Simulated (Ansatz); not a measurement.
Born–Oppenheimer molecular dynamics of a periodic cell of 17 atoms, Nb (host Nb, host structure bcc, interstitial Nb). It starts from a relaxed structure.

Level of theory: DFT PBE, scalar-relativistic, plane waves, PAW in Ansatz. Settings: cutoff 420 eV, k mesh 2x2x2, fermi-dirac smearing 0.15 eV, no spin polarisation.

```yaml
ensemble: NVT, Langevin thermostat
time_step: 3 fs
steps_asked: 280
set_temperature: 1500 K
friction: 0.02 /fs
seed: 601601
```

Frames 6 fs apart, positions in Å, forces in eV/Å.

Velocities at 540 fs (Å/ps):

```
Nb 5.00 5.18 2.01
Nb -3.32 -6.37 1.01
Nb 2.06 -3.08 -3.60
Nb -2.48 2.74 -0.68
Nb -2.57 -5.02 3.61
Nb -6.21 -2.05 1.32
Nb 3.19 5.18 -5.45
Nb 0.44 -2.83 -4.11
Nb -2.85 -1.23 2.70
Nb -1.54 0.14 3.49
Nb -1.09 -3.64 -0.62
Nb -2.46 -4.51 0.49
Nb -4.54 6.56 3.56
Nb 1.02 -1.64 -2.33
Nb 0.08 -6.13 -4.60
Nb -3.70 1.03 4.32
Nb 5.28 -10.28 -0.80
```

```xyz
17
Lattice="6.6000 0.0000 0.0000 0.0000 6.6000 0.0000 0.0000 0.0000 6.6000" Properties=species:S:1:pos:R:3:forces:R:3 time_fs=540 energy_less_start_eV=4.144 T=1567
Nb -0.133 0.026 0.439 0.65 -0.30 -0.43
Nb 3.544 -0.195 0.191 -3.26 0.32 1.12
Nb 0.049 3.188 0.038 -1.63 -0.05 1.28
Nb -0.340 -0.215 3.721 1.24 1.29 -0.38
Nb 2.107 0.815 2.127 1.30 -1.91 -1.99
Nb 3.028 3.254 0.443 0.30 -0.97 -0.80
Nb 3.367 -0.294 3.727 -0.47 -0.20 1.80
Nb 4.730 1.551 1.771 0.75 0.41 2.27
Nb 0.698 2.397 2.333 -1.72 1.73 0.06
Nb 1.213 4.878 1.855 2.10 0.32 2.05
Nb 1.321 1.425 4.998 2.59 0.31 1.02
Nb 3.256 3.235 3.568 -2.13 -0.55 1.03
Nb 4.787 4.701 2.143 0.42 0.67 -2.27
Nb 4.855 1.712 5.460 -1.56 -1.62 -1.44
Nb 1.452 4.877 5.518 1.38 0.74 -2.57
Nb 4.843 4.927 5.497 -0.81 -0.84 -0.55
Nb -0.571 3.365 4.014 0.85 0.64 -0.20
17
Lattice="6.6000 0.0000 0.0000 0.0000 6.6000 0.0000 0.0000 0.0000 6.6000" Properties=species:S:1:pos:R:3:forces:R:3 time_fs=546 energy_less_start_eV=4.151 T=1621
Nb -0.099 0.054 0.450 0.27 -0.72 -0.67
Nb 3.518 -0.230 0.197 -3.16 0.79 1.15
Nb 0.052 3.169 0.017 -1.58 0.20 1.68
Nb -0.349 -0.200 3.717 1.24 0.94 -0.29
Nb 2.099 0.788 2.148 0.96 -1.25 -2.20
Nb 2.985 3.232 0.451 0.55 -0.86 -0.77
Nb 3.384 -0.267 3.701 -0.39 -0.65 2.34
Nb 4.745 1.532 1.757 0.36 0.66 2.21
Nb 0.672 2.394 2.350 -0.96 1.34 -0.81
Nb 1.200 4.878 1.889 2.04 0.04 1.75
Nb 1.318 1.409 4.995 2.77 0.26 1.03
Nb 3.235 3.210 3.577 -1.77 -0.31 0.90
Nb 4.766 4.729 2.161 0.58 0.14 -2.28
Nb 4.856 1.700 5.436 -1.83 -1.79 -0.90
Nb 1.455 4.846 5.485 1.28 0.89 -2.24
Nb 4.826 4.937 5.521 -0.24 -1.38 -1.04
Nb -0.548 3.299 4.013 -0.13 1.71 0.13
17
Lattice="6.6000 0.0000 0.0000 0.0000 6.6000 0.0000 0.0000 0.0000 6.6000" Properties=species:S:1:pos:R:3:forces:R:3 time_fs=552 energy_less_start_eV=4.157 T=1377
Nb -0.062 0.081 0.458 -0.16 -1.05 -0.93
Nb 3.466 -0.264 0.198 -2.75 1.20 1.16
Nb 0.035 3.150 0.000 -1.38 0.55 2.01
Nb -0.361 -0.180 3.709 1.35 0.65 -0.15
Nb 2.089 0.775 2.161 1.13 -0.97 -2.22
Nb 2.953 3.212 0.461 0.67 -0.72 -0.76
Nb 3.400 -0.251 3.700 -0.45 -0.91 2.44
Nb 4.769 1.518 1.746 -0.23 0.76 2.08
Nb 0.655 2.387 2.365 -0.40 1.33 -1.73
Nb 1.190 4.896 1.933 1.99 -0.51 1.32
Nb 1.330 1.405 4.997 2.84 0.18 1.10
Nb 3.210 3.183 3.582 -1.32 0.01 0.80
Nb 4.759 4.751 2.165 0.55 -0.27 -2.19
Nb 4.849 1.687 5.401 -2.08 -1.97 -0.32
Nb 1.456 4.822 5.454 1.14 0.91 -1.86
Nb 4.820 4.953 5.540 0.07 -1.77 -1.26
Nb -0.524 3.239 4.011 -0.96 2.61 0.50
17
Lattice="6.6000 0.0000 0.0000 0.0000 6.6000 0.0000 0.0000 0.0000 6.6000" Properties=species:S:1:pos:R:3:forces:R:3 time_fs=558 energy_less_start_eV=4.044 T=1696
Nb -0.023 0.119 0.458 -0.47 -1.42 -1.13
Nb 3.394 -0.285 0.202 -2.02 1.31 0.88
Nb 0.018 3.135 -0.009 -1.19 0.93 2.09
Nb -0.358 -0.164 3.694 1.32 0.43 0.06
Nb 2.078 0.768 2.170 1.39 -0.85 -2.03
Nb 2.937 3.189 0.454 0.70 -0.52 -0.66
Nb 3.421 -0.254 3.702 -0.59 -0.94 2.39
Nb 4.787 1.503 1.741 -0.70 0.83 1.87
Nb 0.650 2.389 2.366 -0.08 1.44 -2.42
Nb 1.193 4.919 1.980 1.88 -1.00 0.78
Nb 1.356 1.409 4.988 2.75 0.09 1.25
Nb 3.178 3.173 3.587 -0.75 0.22 0.69
Nb 4.764 4.774 2.163 0.50 -0.65 -2.16
Nb 4.839 1.680 5.358 -2.25 -2.24 0.21
Nb 1.475 4.803 5.409 0.83 0.86 -1.32
Nb 4.816 4.956 5.553 0.21 -1.72 -1.17
Nb -0.498 3.196 4.016 -1.52 3.24 0.69
17
Lattice="6.6000 0.0000 0.0000 0.0000 6.6000 0.0000 0.0000 0.0000 6.6000" Properties=species:S:1:pos:R:3:forces:R:3 time_fs=564 energy_less_start_eV=3.959 T=1808
Nb 0.030 0.146 0.448 -0.80 -1.65 -1.19
Nb 3.327 -0.305 0.208 -1.32 1.38 0.61
Nb 0.001 3.121 -0.015 -1.07 1.28 2.06
Nb -0.345 -0.145 3.679 1.16 0.12 0.23
Nb 2.065 0.764 2.177 1.73 -0.85 -1.80
Nb 2.923 3.166 0.439 0.76 -0.34 -0.52
Nb 3.435 -0.264 3.709 -0.64 -0.91 2.29
Nb 4.808 1.485 1.755 -1.16 0.80 1.47
Nb 0.640 2.390 2.354 0.01 1.72 -2.60
Nb 1.214 4.926 2.025 1.66 -1.27 0.32
Nb 1.376 1.418 4.980 2.71 -0.03 1.34
Nb 3.137 3.158 3.594 -0.14 0.46 0.57
Nb 4.768 4.795 2.161 0.50 -1.02 -2.09
Nb 4.828 1.670 5.322 -2.43 -2.51 0.75
Nb 1.500 4.798 5.357 0.47 0.67 -0.76
Nb 4.816 4.954 5.575 0.25 -1.55 -1.14
Nb -0.486 3.155 4.032 -1.68 3.68 0.47
17
Lattice="6.6000 0.0000 0.0000 0.0000 6.6000 0.0000 0.0000 0.0000 6.6000" Properties=species:S:1:pos:R:3:forces:R:3 time_fs=570 energy_less_start_eV=3.863 T=1641
Nb 0.090 0.172 0.440 -1.18 -1.83 -1.32
Nb 3.269 -0.309 0.219 -0.60 1.15 0.14
Nb -0.020 3.122 -0.015 -1.06 1.44 1.89
Nb -0.321 -0.116 3.660 0.88 -0.27 0.45
Nb 2.053 0.757 2.171 2.05 -0.77 -1.26
Nb 2.906 3.128 0.415 0.88 -0.03 -0.34
Nb 3.460 -0.282 3.725 -0.84 -0.77 2.06
Nb 4.827 1.460 1.772 -1.53 0.82 1.01
Nb 0.627 2.396 2.325 0.12 1.94 -2.27
Nb 1.240 4.934 2.064 1.38 -1.56 -0.03
Nb 1.405 1.433 4.984 2.51 -0.13 1.24
Nb 3.099 3.134 3.590 0.38 0.71 0.49
Nb 4.766 4.811 2.153 0.59 -1.30 -1.98
Nb 4.806 1.661 5.279 -2.37 -2.72 1.30
Nb 1.516 4.795 5.318 0.29 0.54 -0.35
Nb 4.830 4.942 5.604 0.05 -1.15 -1.12
Nb -0.480 3.125 4.046 -1.56 3.90 0.08
17
Lattice="6.6000 0.0000 0.0000 0.0000 6.6000 0.0000 0.0000 0.0000 6.6000" Properties=species:S:1:pos:R:3:forces:R:3 time_fs=576 energy_less_start_eV=3.749 T=1529
Nb 0.147 0.193 0.423 -1.65 -1.96 -1.34
Nb 3.214 -0.315 0.233 0.28 0.88 -0.40
Nb -0.036 3.149 -0.012 -1.18 1.31 1.81
Nb -0.296 -0.091 3.639 0.63 -0.57 0.63
Nb 2.049 0.754 2.155 2.23 -0.69 -0.60
Nb 2.890 3.104 0.392 1.06 0.13 -0.12
Nb 3.487 -0.311 3.756 -1.14 -0.53 1.71
Nb 4.833 1.440 1.783 -1.68 0.85 0.62
Nb 0.607 2.400 2.297 0.18 1.94 -1.83
Nb 1.272 4.931 2.085 1.03 -1.62 -0.15
Nb 1.425 1.451 5.002 2.28 -0.27 0.99
Nb 3.049 3.105 3.586 0.98 0.92 0.43
Nb 4.756 4.832 2.136 0.69 -1.53 -1.82
Nb 4.775 1.644 5.252 -2.06 -2.68 1.63
Nb 1.539 4.788 5.299 0.06 0.50 -0.26
Nb 4.849 4.916 5.616 -0.35 -0.56 -0.98
Nb -0.485 3.107 4.059 -1.37 3.88 -0.32
17
Lattice="6.6000 0.0000 0.0000 0.0000 6.6000 0.0000 0.0000 0.0000 6.6000" Properties=species:S:1:pos:R:3:forces:R:3 time_fs=582 energy_less_start_eV=3.592 T=1559
Nb 0.193 0.195 0.399 -2.09 -1.99 -1.21
Nb 3.174 -0.322 0.249 1.07 0.66 -0.87
Nb -0.057 3.184 -0.006 -1.24 1.05 1.81
Nb -0.275 -0.072 3.634 0.47 -0.79 0.64
Nb 2.049 0.736 2.150 2.11 -0.53 -0.08
Nb 2.871 3.091 0.361 1.31 0.13 0.14
Nb 3.509 -0.347 3.784 -1.32 -0.34 1.42
Nb 4.829 1.420 1.795 -1.61 0.90 0.32
Nb 0.597 2.398 2.263 -0.12 1.83 -1.22
Nb 1.312 4.909 2.095 0.61 -1.46 -0.16
Nb 1.441 1.463 5.016 1.95 -0.40 0.83
Nb 2.993 3.076 3.576 1.65 1.05 0.43
Nb 4.753 4.843 2.122 0.81 -1.68 -1.74
Nb 4.740 1.619 5.244 -1.60 -2.41 1.67
Nb 1.562 4.774 5.293 -0.20 0.56 -0.30
Nb 4.863 4.887 5.600 -0.76 -0.04 -0.73
Nb -0.492 3.107 4.080 -1.05 3.46 -0.98
17
Lattice="6.6000 0.0000 0.0000 0.0000 6.6000 0.0000 0.0000 0.0000 6.6000" Properties=species:S:1:pos:R:3:forces:R:3 time_fs=588 energy_less_start_eV=3.492 T=1217
Nb 0.217 0.189 0.365 -2.29 -2.02 -0.87
Nb 3.144 -0.320 0.261 1.63 0.39 -1.24
Nb -0.083 3.206 0.011 -1.19 0.83 1.67
Nb -0.253 -0.055 3.637 0.31 -0.99 0.60
Nb 2.058 0.714 2.150 1.70 -0.33 0.35
Nb 2.866 3.072 0.335 1.43 0.16 0.40
Nb 3.534 -0.380 3.802 -1.50 -0.21 1.30
Nb 4.826 1.398 1.806 -1.48 1.02 0.15
Nb 0.594 2.404 2.221 -0.43 1.40 -0.59
Nb 1.343 4.874 2.104 0.32 -0.98 -0.23
Nb 1.452 1.458 5.032 1.61 -0.32 0.60
Nb 2.936 3.061 3.561 2.30 1.00 0.57
Nb 4.753 4.854 2.117 0.92 -1.81 -1.75
Nb 4.710 1.599 5.247 -1.18 -2.12 1.54
Nb 1.573 4.754 5.290 -0.37 0.68 -0.30
Nb 4.862 4.855 5.594 -1.04 0.42 -0.59
Nb -0.496 3.122 4.105 -0.74 2.87 -1.61
17
Lattice="6.6000 0.0000 0.0000 0.0000 6.6000 0.0000 0.0000 0.0000 6.6000" Properties=species:S:1:pos:R:3:forces:R:3 time_fs=594 energy_less_start_eV=3.518 T=1560
Nb 0.236 0.189 0.325 -2.49 -2.06 -0.34
Nb 3.127 -0.307 0.262 1.94 0.11 -1.33
Nb -0.114 3.236 0.036 -1.01 0.44 1.59
Nb -0.237 -0.040 3.627 0.24 -1.18 0.68
Nb 2.071 0.704 2.160 1.34 -0.34 0.60
Nb 2.877 3.062 0.304 1.39 0.11 0.79
Nb 3.556 -0.410 3.817 -1.73 -0.07 1.18
Nb 4.821 1.387 1.830 -1.31 1.15 -0.09
Nb 0.593 2.418 2.187 -0.69 0.86 -0.21
Nb 1.374 4.832 2.117 0.14 -0.21 -0.41
Nb 1.470 1.430 5.057 1.22 0.08 0.29
Nb 2.886 3.053 3.553 2.85 0.87 0.78
Nb 4.751 4.858 2.122 1.02 -1.87 -1.87
Nb 4.693 1.588 5.242 -0.90 -1.92 1.48
Nb 1.570 4.738 5.304 -0.35 0.84 -0.41
Nb 4.850 4.823 5.592 -1.22 0.91 -0.51
Nb -0.490 3.148 4.142 -0.43 2.28 -2.23
17
Lattice="6.6000 0.0000 0.0000 0.0000 6.6000 0.0000 0.0000 0.0000 6.6000" Properties=species:S:1:pos:R:3:forces:R:3 time_fs=600 energy_less_start_eV=3.585 T=1520
Nb 0.239 0.187 0.299 -2.60 -2.10 0.10
Nb 3.120 -0.290 0.250 2.07 -0.13 -1.04
Nb -0.149 3.272 0.059 -0.70 -0.04 1.48
Nb -0.215 -0.028 3.617 0.10 -1.41 0.84
Nb 2.082 0.702 2.175 1.21 -0.42 0.64
Nb 2.883 3.062 0.253 1.36 -0.07 1.35
Nb 3.559 -0.442 3.834 -1.70 0.02 0.82
Nb 4.823 1.369 1.858 -1.31 1.28 -0.30
Nb 0.589 2.425 2.157 -0.89 0.49 0.03
Nb 1.403 4.795 2.121 0.04 0.49 -0.57
Nb 1.506 1.375 5.088 0.67 0.85 -0.08
Nb 2.858 3.056 3.539 3.15 0.61 0.99
Nb 4.766 4.839 2.131 0.98 -1.72 -1.91
Nb 4.675 1.583 5.232 -0.59 -1.75 1.39
Nb 1.564 4.731 5.306 -0.34 0.91 -0.45
Nb 4.827 4.800 5.596 -1.30 1.38 -0.56
Nb -0.476 3.181 4.181 -0.15 1.61 -2.73
17
Lattice="6.6000 0.0000 0.0000 0.0000 6.6000 0.0000 0.0000 0.0000 6.6000" Properties=species:S:1:pos:R:3:forces:R:3 time_fs=606 energy_less_start_eV=3.724 T=1118
Nb 0.232 0.172 0.284 -2.77 -2.06 0.43
Nb 3.116 -0.273 0.241 2.22 -0.43 -0.86
Nb -0.183 3.310 0.070 -0.38 -0.57 1.68
Nb -0.210 -0.020 3.613 0.15 -1.63 0.92
Nb 2.091 0.689 2.185 0.93 -0.21 0.64
Nb 2.894 3.074 0.222 1.29 -0.37 1.72
Nb 3.555 -0.470 3.839 -1.68 0.04 0.63
Nb 4.827 1.363 1.894 -1.30 1.37 -0.53
Nb 0.589 2.434 2.141 -0.89 0.13 -0.05
Nb 1.436 4.766 2.131 -0.14 0.96 -0.75
Nb 1.534 1.320 5.127 0.22 1.51 -0.43
Nb 2.851 3.051 3.531 3.24 0.38 1.17
Nb 4.774 4.819 2.135 1.02 -1.58 -1.91
Nb 4.655 1.567 5.207 -0.24 -1.41 1.47
Nb 1.553 4.715 5.300 -0.19 1.09 -0.39
Nb 4.795 4.773 5.596 -1.35 1.80 -0.70
Nb -0.452 3.206 4.209 -0.12 0.97 -3.05
```

Of the whole run (840 fs, mean temperature of the second half 1427 K): A run of 0.84 ps of so small a system gives no equilibrium averages. Limits of this set-up: coarse k mesh, a small cell, in which the defect meets its images, a typed lattice constant that wasn't relaxed here.

The run took 21 min on 2 threads of Intel(R) Xeon(R) CPU @ 2.60GHz (Ice Lake) (shared host), peak memory 1.1 GiB.
